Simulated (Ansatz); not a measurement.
Data:

```
BaSnO3
1.0
    4.12186     0.00000     0.00000
    0.00000     4.12186     0.03998
    0.00000     0.03998     4.12186
Ba Sn O
1 1 3
Direct
  0.00000   0.00000   0.00000
  0.50000   0.50000   0.50000
  0.00000   0.50000   0.50000
  0.50000   0.50000   0.00000
  0.50000   0.00000   0.50000
```

No spin polarisation.

Computed with Ansatz (a quantum-chemistry and plane-wave program) PBEsol, spin-orbit coupling left out. Γ-centred 8×8×8 mesh, Fermi–Dirac width 0.05 eV.

**Question.** Predict the electron mass and band gap.

**Answer.** The electron mass is 0.16 mₑ (at Γ) and the band gap is 0.84 eV.

The cells carry an imposed strain or load. Masses are band curvatures over ±0.01 Å⁻¹ around the edge. No phonon test of stability was made. The cell was made from BaSnO₃ in the cubic perovskite structure (space group Pm-3m, No. 221) by this change: tensor shear ε_yz = +0.97 %.
